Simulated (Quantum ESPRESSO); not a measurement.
# Ta (I4/mmm) in Quantum ESPRESSO: further runs

Runs on Ta. Level: PBEsol. Tasks: single point.

Everything below comes from runs of Quantum ESPRESSO 7.5. Logs are shortened: lines on timing, memory, paths and dates and some standing lists are left out, and cuts for length are marked.

### Step 1. The structure

The structure is tetragonal, space group I4/mmm (No. 139). Conventional cell: a = 3.170 Å, b = 3.170 Å, c = 3.303 Å, α = 90.00°, β = 90.00°, γ = 90.00°. Ta (site symmetry 4/mmm) has 12 Ta at 2.78 to 3.17 Å as nearest neighbours.

### Step 2. Single point, PBEsol, 16.60 Å³/atom

Input file pw.in:

```
&CONTROL
  calculation = 'scf'
  prefix = 'pwscf'
  outdir = './tmp'
  pseudo_dir = './pseudo'
  tprnfor = .true.
  tstress = .true.
  disk_io = 'nowf'
/
&SYSTEM
  ibrav = 0
  nat = 1
  ntyp = 1
  ecutwfc = 56
  ecutrho = 448
  nbnd = 12
  occupations = 'smearing'
  smearing = 'fd'
  degauss = 0.00367493
/
&ELECTRONS
  conv_thr = 2d-10
  electron_maxstep = 120
  mixing_beta = 0.5
/
ATOMIC_SPECIES
Ta   180.9479 ta_pbesol_v1.uspp.F.UPF
CELL_PARAMETERS angstrom
  -1.5852288000    1.5852288000    1.6512800000
   1.5852288000   -1.5852288000    1.6512800000
   1.5852288000    1.5852288000   -1.6512800000
ATOMIC_POSITIONS crystal
Ta     0.0000000000    0.0000000000    0.0000000000
K_POINTS automatic
11 11 11 0 0 0
```

Potentials or basis: GBRV 1.5 PBEsol.

Started as:

```bash
> OMP_NUM_THREADS=1 mpirun -n 2 pw.x -nk 2 -in pw.in > pw.out
```

pw.out:

```text
This program is part of the open-source Quantum ESPRESSO suite
     for quantum simulation of materials; please cite
[... 13 lines left out ...]
     --------------------
     sticks:   dense  smooth     PW     G-vecs:    dense   smooth      PW
     Sum         937     467    155                17973     6347    1189

     Using Slab Decomposition

     bravais-lattice index     =            0
     lattice parameter (alat)  =       5.2617  a.u.
     unit-cell volume          =     112.0111 (a.u.)^3
     number of atoms/cell      =            1
     number of atomic types    =            1
     number of electrons       =        13.00
     number of Kohn-Sham states=           12
     kinetic-energy cutoff     =      56.0000  Ry
     charge density cutoff     =     448.0000  Ry
     scf convergence threshold =      2.0E-10
     mixing beta               =       0.5000
     number of iterations used =            8  plain     mixing
     Exchange-correlation= SLA  PW   PSX  PSC
                           (   1   4  10   8   0   0   0)

     celldm(1)=   5.261666  celldm(2)=   0.000000  celldm(3)=   0.000000
     celldm(4)=   0.000000  celldm(5)=   0.000000  celldm(6)=   0.000000

     crystal axes: (cart. coord. in units of alat)
               a(1) = (  -0.569335   0.569335   0.593057 )
               a(2) = (   0.569335  -0.569335   0.593057 )
               a(3) = (   0.569335   0.569335  -0.593057 )

     reciprocal axes: (cart. coord. in units 2 pi/alat)
               b(1) = (  0.000000  0.878218  0.843090 )
               b(2) = (  0.878218  0.000000  0.843090 )
               b(3) = (  0.878218  0.878218  0.000000 )

     PseudoPot. # 1 for Ta read from file:
     ta_pbesol_v1.uspp.F.UPF
     Pseudo is Ultrasoft + core correction, Zval = 13.0
     Generated by new atomic code, or converted to UPF format
     Using radial grid of  921 points,  7 beta functions with:
                l(1) =   0
                l(2) =   0
                l(3) =   1
                l(4) =   1
                l(5) =   2
                l(6) =   2
                l(7) =   3
     Q(r) pseudized with  6 coefficients,  rinner =    1.300   1.300   1.300
                                                       1.300   1.300   1.300
                                                       1.300

     atomic species   valence    mass     pseudopotential
     Ta               13.00   180.94790     Ta( 1.00)

     16 Sym. Ops., with inversion, found

   Cartesian axes

     site n.     atom                  positions (alat units)
         1        Ta     tau(   1) = (   0.0000000   0.0000000   0.0000000  )

     number of k points=   126  Fermi-Dirac smearing, width (Ry)=  0.0037

     Number of k-points >= 100: set verbosity='high' to print them.

     Dense  grid:    17973 G-vectors     FFT dimensions: (  36,  36,  36)

     Smooth grid:     6347 G-vectors     FFT dimensions: (  25,  25,  25)

     Initial potential from superposition of free atoms

     starting charge      12.9990, renormalised to      13.0000

     negative rho (up, down):  9.279E-02 0.000E+00
     Starting wfcs are   13 randomized atomic wfcs

     Self-consistent Calculation

     iteration #  1     ecut=    56.00 Ry     beta= 0.50
     Davidson diagonalization with overlap
     ethr =  1.00E-02,  avg # of iterations =  4.0

     Threshold (ethr) on eigenvalues was too large:
     Diagonalizing with lowered threshold

     Davidson diagonalization with overlap
     ethr =  1.45E-04,  avg # of iterations =  1.7

     negative rho (up, down):  9.522E-02 0.000E+00

     total energy              =    -141.74920764 Ry
     estimated scf accuracy    <       0.01966476 Ry

     iteration #  2     ecut=    56.00 Ry     beta= 0.50
     Davidson diagonalization with overlap
     ethr =  1.51E-04,  avg # of iterations =  1.9

     negative rho (up, down):  9.713E-02 0.000E+00

     total energy              =    -141.75063026 Ry
     estimated scf accuracy    <       0.00150827 Ry

     iteration #  3     ecut=    56.00 Ry     beta= 0.50
     Davidson diagonalization with overlap
     ethr =  1.16E-05,  avg # of iterations =  2.4

     negative rho (up, down):  9.816E-02 0.000E+00

     total energy              =    -141.75079332 Ry
     estimated scf accuracy    <       0.00009825 Ry

     iteration #  4     ecut=    56.00 Ry     beta= 0.50
     Davidson diagonalization with overlap
     ethr =  7.56E-07,  avg # of iterations =  1.4

     negative rho (up, down):  9.812E-02 0.000E+00

     total energy              =    -141.75079606 Ry
     estimated scf accuracy    <       0.00000120 Ry

     iteration #  5     ecut=    56.00 Ry     beta= 0.50
     Davidson diagonalization with overlap
     ethr =  9.22E-09,  avg # of iterations =  1.9

     negative rho (up, down):  9.813E-02 0.000E+00

     total energy              =    -141.75079612 Ry
     estimated scf accuracy    <       0.00000010 Ry

     iteration #  6     ecut=    56.00 Ry     beta= 0.50
     Davidson diagonalization with overlap
     ethr =  7.83E-10,  avg # of iterations =  2.0

     negative rho (up, down):  9.813E-02 0.000E+00

     total energy              =    -141.75079614 Ry
     estimated scf accuracy    <          1.3E-09 Ry

     iteration #  7     ecut=    56.00 Ry     beta= 0.50
     Davidson diagonalization with overlap
     ethr =  1.02E-11,  avg # of iterations =  1.0

     negative rho (up, down):  9.812E-02 0.000E+00

     total energy              =    -141.75079614 Ry
     estimated scf accuracy    <          5.3E-10 Ry

     iteration #  8     ecut=    56.00 Ry     beta= 0.50
     Davidson diagonalization with overlap
     ethr =  4.08E-12,  avg # of iterations =  2.0

     negative rho (up, down):  9.812E-02 0.000E+00

     End of self-consistent calculation

     Number of k-points >= 100: set verbosity='high' to print the bands.

     the Fermi energy is    20.2237 ev

!    total energy              =    -141.75079614 Ry
     estimated scf accuracy    <          7.6E-12 Ry
     smearing contrib. (-TS)   =      -0.00060330 Ry
     internal energy E=F+TS    =    -141.75019284 Ry

     The total energy is F=E-TS. E is the sum of the following terms:
     one-electron contribution =     -11.55163483 Ry
     hartree contribution      =      13.20291537 Ry
     xc contribution           =     -42.13732186 Ry
     ewald contribution        =    -101.26415152 Ry

     convergence has been achieved in   8 iterations

     negative rho (up, down):  9.812E-02 0.000E+00

     Forces acting on atoms (cartesian axes, Ry/au):

     atom    1 type  1   force =     0.00000000    0.00000000    0.00000000

     Total force =     0.000000     Total SCF correction =     0.000000

     Computing stress (Cartesian axis) and pressure

     negative rho (up, down):  9.812E-02 0.000E+00
          total   stress  (Ry/bohr**3)                   (kbar)     P=      145.11
   0.00113077   0.00000000   0.00000000          166.34        0.00        0.00
  -0.00000000   0.00113077  -0.00000000           -0.00      166.34       -0.00
   0.00000000  -0.00000000   0.00069783            0.00       -0.00      102.65

=------------------------------------------------------------------------------=
   JOB DONE.
=------------------------------------------------------------------------------=
```

It took 8 s on 2 MPI ranks of Arm Neoverse V2, shared host; peak memory 0.22 GiB.

Results:

| Quantity | Value |
| --- | --- |
| Free energy | -1928.6178 eV |
| Pressure | 14.5 GPa |
| Band gap on the k mesh | none (metal or under the smearing width) |

### Step 3. Single point, PBEsol, 17.30 Å³/atom

Edit pw.in of step 2 so:

```diff
@@ -28,5 +28,5 @@
 CELL_PARAMETERS angstrom
-  -1.5852288000    1.5852288000    1.6512800000
-   1.5852288000   -1.5852288000    1.6512800000
-   1.5852288000    1.5852288000   -1.6512800000
+  -1.6182544000    1.6182544000    1.6512800000
+   1.6182544000   -1.6182544000    1.6512800000
+   1.6182544000    1.6182544000   -1.6512800000
 ATOMIC_POSITIONS crystal
```

Potentials or basis: GBRV 1.5 PBEsol.

Started as:

```bash
> OMP_NUM_THREADS=1 mpirun -n 2 pw.x -nk 2 -in pw.in > pw.out
```

Wall time 8.2 s (2 MPI ranks of Arm Neoverse V2, shared host); peak memory 0.22 GiB.

It converged, with:

- Free energy: -1928.6644 eV
- Pressure: 4.1 GPa
- Band gap on the k mesh: none (metal or under the smearing width)
